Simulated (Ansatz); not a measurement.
# Residual resistivity of an alloy: Mo(100) with 4 layers of random Mo-Os, 2x2, part 2 of 2

How strongly does chemical disorder scatter in Mo(100) with 4 layers of random Mo-Os, 2x2?

Ansatz 0.2.0; Ansatz plane-wave DFT, PBE, PAW files; ballistic transport by layer matching (Landauer), zero bias; PAW set soft_1.

So far. Step 3 (With 8 alloy layers): Over the solved energies the transmission per spin lies between 2.90 and 2.99, out of 6.68 channels of the lead on average (up to 6.84).

### 4. With 12 alloy layers

In 12 layers a share of 0.75 of the sites is given to Os at random. A fresh draw is used; the growth of the resistance with length is what counts.

System of this step: Mo(100) with 12 layers of random Mo-Os, 2x2. The cell holds 88 atoms: 52 Mo and 36 Os. Cell: a = 6.294 Å, b = 6.294 Å, c = 34.617 Å, α = 90.0°, β = 90.0°, γ = 90.0°. It derives from Mo. Regions: lead, 40 atoms (40 Mo); scattering region, 48 atoms (36 Os and 12 Mo). The structure is stacked along c, and the current runs across the ab planes.

The input, input.yaml:

```yaml
crystal:
  lattice:
    - [6.294, 0.0, 0.0]
    - [0.0, 6.294, 0.0]
    - [0.0, 0.0, 34.617]
  atoms:
    - { symbol: Mo, position: [0.0, 0.0, 0.0227272727] }
    - { symbol: Mo, position: [0.0, 0.5, 0.0227272727] }
    - { symbol: Mo, position: [0.5, 0.0, 0.0227272727] }
    - { symbol: Mo, position: [0.5, 0.5, 0.0227272727] }
    - { symbol: Mo, position: [0.25, 0.25, 0.0681818182] }
    - { symbol: Mo, position: [0.25, 0.75, 0.0681818182] }
    - { symbol: Mo, position: [0.75, 0.25, 0.0681818182] }
    - { symbol: Mo, position: [0.75, 0.75, 0.0681818182] }
    - { symbol: Mo, position: [0.0, 0.0, 0.1136363636] }
    - { symbol: Mo, position: [0.0, 0.5, 0.1136363636] }
    - { symbol: Mo, position: [0.5, 0.0, 0.1136363636] }
    - { symbol: Mo, position: [0.5, 0.5, 0.1136363636] }
    - { symbol: Mo, position: [0.25, 0.25, 0.1590909091] }
    - { symbol: Mo, position: [0.25, 0.75, 0.1590909091] }
    - { symbol: Mo, position: [0.75, 0.25, 0.1590909091] }
    - { symbol: Mo, position: [0.75, 0.75, 0.1590909091] }
    - { symbol: Mo, position: [0.0, 0.0, 0.2045454545] }
    - { symbol: Mo, position: [0.0, 0.5, 0.2045454545] }
    - { symbol: Mo, position: [0.5, 0.0, 0.2045454545] }
    - { symbol: Mo, position: [0.5, 0.5, 0.2045454545] }
    - { symbol: Os, position: [0.25, 0.25, 0.25] }
    - { symbol: Os, position: [0.25, 0.75, 0.25] }
    - { symbol: Os, position: [0.75, 0.25, 0.25] }
    - { symbol: Os, position: [0.75, 0.75, 0.25] }
    - { symbol: Os, position: [0.0, 0.0, 0.2954545455] }
    - { symbol: Os, position: [0.0, 0.5, 0.2954545455] }
    - { symbol: Mo, position: [0.5, 0.0, 0.2954545455] }
    - { symbol: Os, position: [0.5, 0.5, 0.2954545455] }
    - { symbol: Os, position: [0.25, 0.25, 0.3409090909] }
    - { symbol: Os, position: [0.25, 0.75, 0.3409090909] }
    - { symbol: Os, position: [0.75, 0.25, 0.3409090909] }
    - { symbol: Os, position: [0.75, 0.75, 0.3409090909] }
    - { symbol: Os, position: [0.0, 0.0, 0.3863636364] }
    - { symbol: Mo, position: [0.0, 0.5, 0.3863636364] }
    - { symbol: Os, position: [0.5, 0.0, 0.3863636364] }
    - { symbol: Os, position: [0.5, 0.5, 0.3863636364] }
    - { symbol: Os, position: [0.25, 0.25, 0.4318181818] }
    - { symbol: Os, position: [0.25, 0.75, 0.4318181818] }
    - { symbol: Os, position: [0.75, 0.25, 0.4318181818] }
    - { symbol: Os, position: [0.75, 0.75, 0.4318181818] }
    - { symbol: Os, position: [0.0, 0.0, 0.4772727273] }
    - { symbol: Os, position: [0.0, 0.5, 0.4772727273] }
    - { symbol: Os, position: [0.5, 0.0, 0.4772727273] }
    - { symbol: Mo, position: [0.5, 0.5, 0.4772727273] }
    - { symbol: Mo, position: [0.25, 0.25, 0.5227272727] }
    - { symbol: Os, position: [0.25, 0.75, 0.5227272727] }
    - { symbol: Mo, position: [0.75, 0.25, 0.5227272727] }
    - { symbol: Mo, position: [0.75, 0.75, 0.5227272727] }
    - { symbol: Os, position: [0.0, 0.0, 0.5681818182] }
    - { symbol: Os, position: [0.0, 0.5, 0.5681818182] }
    - { symbol: Os, position: [0.5, 0.0, 0.5681818182] }
    - { symbol: Os, position: [0.5, 0.5, 0.5681818182] }
    - { symbol: Os, position: [0.25, 0.25, 0.6136363636] }
    - { symbol: Os, position: [0.25, 0.75, 0.6136363636] }
    - { symbol: Os, position: [0.75, 0.25, 0.6136363636] }
    - { symbol: Os, position: [0.75, 0.75, 0.6136363636] }
    - { symbol: Mo, position: [0.0, 0.0, 0.6590909091] }
    - { symbol: Mo, position: [0.0, 0.5, 0.6590909091] }
    - { symbol: Os, position: [0.5, 0.0, 0.6590909091] }
    - { symbol: Mo, position: [0.5, 0.5, 0.6590909091] }
    - { symbol: Os, position: [0.25, 0.25, 0.7045454545] }
    - { symbol: Mo, position: [0.25, 0.75, 0.7045454545] }
    - { symbol: Os, position: [0.75, 0.25, 0.7045454545] }
    - { symbol: Os, position: [0.75, 0.75, 0.7045454545] }
    - { symbol: Mo, position: [0.0, 0.0, 0.75] }
    - { symbol: Os, position: [0.0, 0.5, 0.75] }
    - { symbol: Mo, position: [0.5, 0.0, 0.75] }
    - { symbol: Os, position: [0.5, 0.5, 0.75] }
    - { symbol: Mo, position: [0.25, 0.25, 0.7954545455] }
    - { symbol: Mo, position: [0.25, 0.75, 0.7954545455] }
    - { symbol: Mo, position: [0.75, 0.25, 0.7954545455] }
    - { symbol: Mo, position: [0.75, 0.75, 0.7954545455] }
    - { symbol: Mo, position: [0.0, 0.0, 0.8409090909] }
    - { symbol: Mo, position: [0.0, 0.5, 0.8409090909] }
    - { symbol: Mo, position: [0.5, 0.0, 0.8409090909] }
    - { symbol: Mo, position: [0.5, 0.5, 0.8409090909] }
    - { symbol: Mo, position: [0.25, 0.25, 0.8863636364] }
    - { symbol: Mo, position: [0.25, 0.75, 0.8863636364] }
    - { symbol: Mo, position: [0.75, 0.25, 0.8863636364] }
    - { symbol: Mo, position: [0.75, 0.75, 0.8863636364] }
    - { symbol: Mo, position: [0.0, 0.0, 0.9318181818] }
    - { symbol: Mo, position: [0.0, 0.5, 0.9318181818] }
    - { symbol: Mo, position: [0.5, 0.0, 0.9318181818] }
    - { symbol: Mo, position: [0.5, 0.5, 0.9318181818] }
    - { symbol: Mo, position: [0.25, 0.25, 0.9772727273] }
    - { symbol: Mo, position: [0.25, 0.75, 0.9772727273] }
    - { symbol: Mo, position: [0.75, 0.25, 0.9772727273] }
    - { symbol: Mo, position: [0.75, 0.75, 0.9772727273] }
kpoints:
  mp_grid: { grid: [4, 4, 1] }
hamiltonian:
  xc: pbe
  pseudopotentials: { kind: paw, azcp: { folder: soft_1 } }
scf:
  occupations: { method: fermi_dirac, width: 0.1 }
output:
  transmission: { leads: [[0, 4]], kmesh: [8, 8], e_range: [-0.05, 0.05], de: 0.05 }
  write_potential: true
  write_density: true
  volumetric_format: npy
```

The run is started by

```
ansatz run input.yaml --threads 4 --pin off --max-ram 15360MiB --backend cpu --events-out ev --progress --plain --runs-dir out
```

Numbers of over 12 decimals in the logs are rounded to 6 here.

Output:

```text
[...]
Crystal: 88 atoms, lattice volume = 1371.333 Å³
Basis set: ecut = 420 eV, 26839 PW (Γ)
Bands: 783, of which v1, the nominal top of the filled ones, is band 652 counted from 1 (651 counted from 0)
Symmetry: 1 space group operations
[...]
k-points: 10 of 16 (time reversal used)
[...]
SCF iter   1: F=—  HF=-667625.876929 eV  |F-HF|=—  |Δ(HF+E_count)|=         —  Δρ=9.91e-2  dr2=2.55e2  ethr=3.10e-3  ⟨swp⟩=5.0  Hψ=23591  notcnv=0
[...]
SCF iter  10: F=-667580.240345 eV  HF=-667580.240345 eV  |F-HF|=6.75e-9  |Δ(HF+E_count)|=   1.98e-8  Δρ=2.90e-7  dr2=7.02e-9  ethr=7.67e-12  ⟨swp⟩=6.7  Hψ=18118  notcnv=0
SCF 1 converged in 10 iterations: F = -667580.240345 eV  dr2 = 7.02e-9
[...]
transmission: 234 of 2312 steps passed
transmission: 465 of 2312 steps passed
[...]
transmission: 2312 of 2312 steps passed
SCF converged after 10 iterations
Free energy (F): -667580.240345 eV
[...]
Internal energy: -667576.878844 eV  (E = F + TS)
E sigma→0 (E₀):  -667578.559595 eV
Entropy (-TS):   -3.361501 eV (-38.199 meV/atom)
Fermi energy:    21.978248 eV
[...]
--- Band table (eV; the first three rows and the last of 10) ---
  k-point 0: bands = [... 648 lower, 22.0379, 22.0692, 22.0783, 22.0815, 22.0981, 22.1395, 22.1455, 22.1571, ... 127 higher]
  k-point 1: bands = [... 648 lower, 21.8927, 21.8979, 21.9149, 21.9320, 21.9571, 21.9807, 22.0010, 22.0053, ... 127 higher]
  k-point 2: bands = [... 648 lower, 21.8219, 21.8386, 21.8472, 21.8875, 21.9087, 21.9132, 21.9629, 21.9743, ... 127 higher]
  k-point 9: bands = [... 648 lower, 22.0149, 22.0414, 22.0500, 22.0669, 22.0895, 22.0981, 22.1072, 22.1261, ... 127 higher]
--- Transmission ---
  basis      : 349 plane waves across, 68 finite elements along
  points     : 34, standing for a mesh of 8 x 8
[...]
channels       : 6.593750e0 a spin
[...]
slowest decay  : 0.0452 /Å at (0.3750, 0.5000)
  junction   : crystal 0 to crystal 0, 0.70 to 33.74 Å
    transmission   : 2.372460e0 a spin
[...]
```

The job ended after 14 min (4 threads of Intel Xeon Platinum 8488C (Sapphire Rapids), shared host; peak memory 8.8 GiB).

Numbers from this step:

```
free energy                                   : -667580.2403 eV
energy at zero smearing                       : -667578.5596 eV
Fermi energy                                  : 21.98 eV
transmission per spin nearest the Fermi level : 2.372
step of the lead's potential                  : 8.7 meV
```

Per spin. The transmission, zone mean by energy, zero at the Fermi level:

```tsv
energy (eV)	transmission, zone mean
-0.0500	2.36
0.0000	2.37
0.0500	2.39
```

Over the solved energies the transmission per spin lies between 2.36 and 2.39, out of 6.64 channels of the lead on average (up to 6.78).

### 5. The fit

This step: Ansatz plane-wave DFT, PBE, PAW files; ballistic transport by layer matching (Landauer), zero bias; residual resistivity from the slope of the area resistance, atoms on the host's lattice; PAW set soft_1 (Ansatz 0.2.0).

Numbers from this step:

```yaml
resistivity: 57.47 µΩ cm
intercept: 0.2831 fΩ m²
scatter_about_the_fit: 0.01924 fΩ m²
```

Resistance, by row:

```tsv
run	length (Å)	T	channels N	RA (fΩ m²)
n4	6.294	3.578	6.635	0.6585
n8	12.59	2.93	6.677	0.9794
n12	18.88	2.375	6.635	1.382
```

The area resistance by length of the alloy:

```tsv
length of the alloy (Å)	area resistance (fΩ m²)
6.29	0.658
12.59	0.979
18.88	1.38
```

The area resistance goes from 0.66 to 1.4 fΩ m² between 6.3 and 18.9 Å, a slope of 57 µΩ cm.

By hand from the end points: (1.382 − 0.6585) fΩ m² / (18.88 − 6.29) Å = 57 µΩ cm, since 1 fΩ m² per Å is 1000 µΩ cm.

### 6. Outcome

| Item | Value |
| --- | --- |
| resistivity from the slope | 57.5 µΩ cm |
| area resistance over 6.29 Å | 0.658 fΩ m² |
| area resistance over 12.6 Å | 0.979 fΩ m² |
| area resistance over 18.9 Å | 1.38 fΩ m² |

The slope gives 57 µΩ cm. The points scatter by 0.019 fΩ m² about the line, with one random draw a length in a 2x2 cell, so the slope is a rough value. Read with a model of isotropic scattering on a spherical Fermi surface and the lead's 1.3×10¹⁵ S/m², this slope means a mean free path near 10 Å (a rough figure, since the alloy's own channel count differs); over these lengths the model's slope is within 3 % of its bulk resistivity. The atoms sit on the host's lattice, so scattering by size misfit is left out. With 75 % of Os, whose own structure is another, this is a hypothetical phase. Spin-orbit coupling is left out, which matters for Os.

[Logs are printed without paths, hosts, clocks, repeated set-up lines and the standing remarks that a program may print on its own settings, such as how far it seeks lower states.]

[Hosts, paths, dates, database ids (printed as entryN), source tags and the programs' standing remarks are cut or masked in the printed files.]
